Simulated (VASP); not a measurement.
# Sb (Fm-3m) in VASP: further runs

One crystal, Sb, is run at these levels: r2SCAN; tasks: single point.

All numbers are computed with VASP 6.6.1; they aren't measurements. Logs are shortened: lines on timing, memory, paths and dates and some standing lists are left out, and cuts for length are marked.

## 1. The structure

The structure is cubic, space group Fm-3m (No. 225). Conventional cell: a = 4.742 Å, b = 4.742 Å, c = 4.742 Å, α = 90.00°, β = 90.00°, γ = 90.00°. Sb (site symmetry m-3m) is surrounded by 12 Sb at 3.35 Å.

This isn't the form of Sb at room conditions, which is rhombohedral.

## 2. Single point, r2SCAN

Input file INCAR:

```
PREC = Accurate
ENCUT = 450
EDIFF = 1E-6
ISMEAR = 1
SIGMA = 0.02
LREAL = F
LASPH = T
NELM = 100
ALGO = Normal
ISIF = 2
LWAVE = F
LCHARG = F
METAGGA = R2SCAN
LMIXTAU = T
NBANDS = 8
ADDGRID = F
```

Input file KPOINTS:

```
Automatic mesh
0
Gamma
  15 15 15
```

Input file POSCAR:

```
Sb
1.0
    0.0000000000      2.3712425216      2.3712425216
    2.3712425216      0.0000000000      2.3712425216
    2.3712425216      2.3712425216      0.0000000000
Sb
1
Direct
    0.0000000000      0.0000000000      0.0000000000
```

Potentials or basis: VASP PAW PBE potentials, release 64 (Sb).

Launch:

```sh
cat potpaw_PBE.64/Sb/POTCAR > POTCAR
mpirun -np 1 vasp_std > vasp.out
```

OUTCAR:

```text
PREC = Accurate
   ENCUT = 450
   EDIFF = 1E-6
   ISMEAR = 1
   LREAL = F
   LASPH = T
   NELM = 100
   ISIF = 2
   METAGGA = R2SCAN

 Found    120 irreducible k-points:

 Following reciprocal coordinates:
            Coordinates               Weight
  0.000000  0.000000  0.000000      1.000000
  0.066667  0.000000  0.000000      8.000000
  0.133333  0.000000  0.000000      8.000000
  0.200000  0.000000  0.000000      8.000000
  0.266667  0.000000  0.000000      8.000000
  0.333333  0.000000  0.000000      8.000000
   k-points           NKPTS =    120   k-points in BZ     NKDIM =    120   number of bands    NBANDS=      8
   number of dos      NEDOS =    301   number of ions     NIONS =      1
   total plane-waves  NPLWV =  13824
   dimension x,y,z NGX =    24 NGY =   24 NGZ =   24
   dimension x,y,z NGXF=    48 NGYF=   48 NGZF=   48
   ions per type =               1
   NGX,Y,Z   is equivalent  to a cutoff of  11.90, 11.90, 11.90 a.u.
   NGXF,Y,Z  is equivalent  to a cutoff of  23.80, 23.80, 23.80 a.u.
 SYSTEM =  unknown system
   PREC   = accura    normal or accurate (medium, high low for compatibility)
   ISTART =      0    job   : 0-new  1-cont  2-samecut
   ICHARG =      2    charge: 1-file 2-atom 10-const
   ISPIN  =      1    spin polarized calculation?
   LNONCOLLINEAR =      F non collinear calculations
   LSORBIT =      F    spin-orbit coupling
   LASPH  =      T    aspherical Exc in radial PAW
   ENCUT  =  450.0 eV  33.07 Ry    5.75 a.u.   5.80  5.80  5.80*2*pi/ulx,y,z
   NELM   =    100;   NELMIN=  2; NELMDL= -5     # of ELM steps
   EDIFF  = 0.1E-05   stopping-criterion for ELM
   LREAL  =      F    real-space projection
   EDIFFG = 0.1E-04   stopping-criterion for IOM
   NSW    =      0    number of steps for IOM
   IBRION =     -1    ionic relax: 0-MD 1-quasi-New 2-CG
   NFREE  =      0    steps in history (QN), initial steepest desc. (CG)
   ISIF   =      2    stress and relaxation
   ISYM   =      2    0-nonsym 1-usesym 2-fastsym
   POTIM  = 0.5000    time-step for ionic-motion
   TEBEG  =    0.0;   TEEND  =   0.0 temperature during run
   PSTRESS=    0.0 pullay stress
   NELECT =       5.0000    total number of electrons
   NUPDOWN=      -1.0000    fix difference up-down
   EMIN   =  10.00;   EMAX   =-10.00  energy-range for DOS
   EFERMI =   0.00;   METHOD = LEGACY
   ISMEAR =     1;   SIGMA  =   0.02  broadening in eV -4-tet -1-fermi 0-gaus
   EFERMI_NEDOS =   21; number of points for ismear=-14 and -15
   IALGO  =     38    algorithm
   IMIX   =      4    mixing-type and parameters
     AMIX     =   0.40;   BMIX     =  1.00
     AMIX_MAG =   1.60;   BMIX_MAG =  1.00
  volume/ion in A,a.u.               =      26.67       179.95
  Fermi-wavevector in a.u.,A,eV,Ry     =   0.937013  1.770697 11.945820  0.877993
  Thomas-Fermi vector in A             =   2.064081
   LORBIT       =      0    0 simple, 1 ext, 2 COOP (PROOUT), +10 PAW based schemes
   METAGGA = R2SCAN    functional components
   LHFCALC =     F    Hartree Fock is set to
   AEXX    =    0.0000 exact exchange contribution
   IVDW    =     0    specifies the selected vdW correction
   LEPSILON=     F    determine dielectric tensor
   LRPA    =     F    only Hartree local field effects (RPA)
 non-spin polarized calculation
 Methfessel and Paxton  Order N= 1 SIGMA  =   0.02
  energy-cutoff  :      450.00
  volume of cell :       26.67
 maximum number of plane-waves:       589
   NGX = 11   NGY = 11   NGZ = 11

 number of electron       5.0000000 magnetization

 Free energy of the ion-electron system (eV)
  ---------------------------------------------------
  ext. energy  EPLUGINS =         0.00000000
  ---------------------------------------------------
  free energy    TOTEN  =       -25.23134112 eV

  energy without entropy =      -25.23133650  energy(sigma->0) =      -25.23133958

 E-fermi :   8.6225     XC(G=0): -10.8775

 val. band max:        8.6174090264   @ k =  -0.1333   0.2000   0.0667
 cond. band min:       8.6329638236   @ k =  -0.4000   0.4667   0.0667
 fundamental gap:      0.0155547972
 Fermi energy:         8.6225376860

 k-point     1 :       0.0000    0.0000    0.0000
  band No.  band energies     occupation
      1      -5.0649      2.00000
      2      14.3085      0.00000
      3      14.3085      0.00000
      4      14.3085      0.00000
      5      19.0503      0.00000
      6      19.0503      0.00000
      7      19.0503      0.00000
      8      19.6025      0.00000

 k-point     2 :       0.0667    0.0000    0.0000
  band No.  band energies     occupation
      1      -4.9707      2.00000
      2      13.4064      0.00000
      3      14.1766      0.00000
      4      14.1766      0.00000
      5      18.3697      0.00000
      6      19.2627      0.00000
      7      19.2627      0.00000
      8      20.9211      0.00000

 k-point     3 :       0.1333    0.0000    0.0000
  band No.  band energies     occupation
      1      -4.6886      2.00000
      2      11.4931      0.00000
      3      13.8526      0.00000
      4      13.8526      0.00000
      5      17.9090      0.00000
      6      19.7441      0.00000
      7      19.7441      0.00000
      8      21.9926      0.00000

 k-point     4 :       0.2000    0.0000    0.0000
  band No.  band energies     occupation
      1      -4.2217      2.00000
      2       9.3607      0.00000
      3      13.4624      0.00000
      4      13.4624      0.00000
      5      17.6092      0.00000
      6      19.8819      0.00000
      7      19.8819      0.00000
      8      21.8252      0.00000

 k-point     5 :       0.2667    0.0000    0.0000
  band No.  band energies     occupation
      1      -3.5776      2.00000
      2       7.2801      2.00000
      3      13.0935      0.00000
      4      13.0935      0.00000
      5      17.4272      0.00000
      6      19.3790      0.00000
      7      19.3790      0.00000
      8      20.9405      0.00000

 k-point     6 :       0.3333    0.0000    0.0000
  band No.  band energies     occupation
      1      -2.7764      2.00000
      2       5.3614      2.00000
      3      12.7925      0.00000
      4      12.7925      0.00000
      5      17.3548      0.00000
      6      18.8227      0.00000
      7      18.8227      0.00000
      8      20.1205      0.00000

 [... further k-points ...]

------------------------ aborting loop because EDIFF is reached ----------------------------------------

  FORCE on cell =-STRESS in cart. coord.  units (eV):
  Direction    XX          YY          ZZ          XY          YZ          ZX
  --------------------------------------------------------------------------------------
  -------------------------------------------------------------------------------------
  Total        0.1987021      0.1987021      0.1987021     -0.0000000     -0.0000000      0.0000000
  in kB       11.9386486     11.9386486     11.9386486     -0.0000000     -0.0000000      0.0000000
  external PRESSURE =      11.9386486 kB  Pullay stress =       0.0000000 kB

 VOLUME and BASIS-vectors are now :
 -----------------------------------------------------------------------------
  energy-cutoff  :      450.00
  volume of cell :       26.67
      direct lattice vectors                 reciprocal lattice vectors
     0.000000000  2.371242522  2.371242522    -0.210859916  0.210859916  0.210859916
     2.371242522  0.000000000  2.371242522     0.210859916 -0.210859916  0.210859916
     2.371242522  2.371242522  0.000000000     0.210859916  0.210859916 -0.210859916

 POSITION                                       TOTAL-FORCE (eV/Angst)
 -----------------------------------------------------------------------------------
      0.00000      0.00000      0.00000         0.000000      0.000000      0.000000
 -----------------------------------------------------------------------------------
    total drift:                                0.000000     -0.000000      0.000000

  FREE ENERGIE OF THE ION-ELECTRON SYSTEM (eV)
  ---------------------------------------------------
  free  energy   TOTEN  =       -25.2313411214 eV

  energy  without entropy=      -25.2313364985  energy(sigma->0) =      -25.23133958
```

Run time: 26 s. Hardware: 1 thread of Intel Xeon 6975P-C (Granite Rapids), shared host; peak memory 0.15 GiB.

The run converged, but some of its settings lie outside the range that counts as converged, so its numbers aren't taken as properties of the crystal.

What came out:

```
Free energy            : -25.2313 eV
Pressure               : 1.2 GPa
Band gap on the k mesh : none (metal or under the smearing width)
```

Caveat: the PAW data sets were made with another functional, which shifts forces and pressure a little.

## 3. Single point, r2SCAN

INCAR, as its differences from that of step 2:

```diff
@@ -3,4 +3,4 @@
 EDIFF = 1E-6
-ISMEAR = 1
-SIGMA = 0.02
+ISMEAR = -5
+SIGMA = 0.1
 LREAL = F
```

KPOINTS is that of step 2.

POSCAR is that of step 2.

Potentials or basis: VASP PAW PBE potentials, release 64 (Sb).

Launch:

```sh
cat potpaw_PBE.64/Sb/POTCAR > POTCAR
mpirun -np 1 vasp_std > vasp.out
```

Wall time 27 s (1 thread of Intel Xeon 6975P-C (Granite Rapids), shared host); peak memory 0.15 GiB.

These settings aren't checked as converged: the numbers below hold their error.

What came out:

- Free energy: -25.2280 eV
- Pressure: 1.2 GPa
- Band gap on the k mesh: none (metal or under the smearing width)

Caveat: the PAW data sets were made with another functional, which shifts forces and pressure a little; tetrahedron occupations give inexact forces and stress in metals.

## 4. Single point, r2SCAN

INCAR, as its differences from that of step 3:

```diff
@@ -3,3 +3,3 @@
 EDIFF = 1E-6
-ISMEAR = -5
+ISMEAR = 0
 SIGMA = 0.1
```

KPOINTS is that of step 3.

POSCAR is that of step 3.

Launch:

```sh
cat potpaw_PBE.64/Sb/POTCAR > POTCAR
mpirun -np 1 vasp_std > vasp.out
```

Run time: 26 s. Hardware: 1 thread of Intel Xeon 6975P-C (Granite Rapids), shared host; peak memory 0.15 GiB.

These settings aren't checked as converged: the numbers below hold their error.

Results:

* Free energy: -25.2332 eV
* Pressure: 1.1 GPa
* Band gap on the k mesh: none (metal or under the smearing width)

Caveat: the PAW data sets were made with another functional, which shifts forces and pressure a little.

## 5. Single point, r2SCAN

INCAR, as its differences from that of step 4:

```diff
@@ -3,3 +3,3 @@
 EDIFF = 1E-6
-ISMEAR = 0
+ISMEAR = -1
 SIGMA = 0.1
```

KPOINTS is that of step 4.

POSCAR is that of step 4.

Launch:

```sh
cat potpaw_PBE.64/Sb/POTCAR > POTCAR
mpirun -np 1 vasp_std > vasp.out
```

It took 26 s on 1 thread of Intel Xeon 6975P-C (Granite Rapids), shared host; peak memory 0.15 GiB.

These settings aren't checked as converged: the numbers below hold their error.

What came out:

```yaml
Free_energy: -25.2416 eV
Pressure: 1.1 GPa
Band_gap_on_the_k_mesh: none (metal or under the smearing width)
```

Caveat: the PAW data sets were made with another functional, which shifts forces and pressure a little.
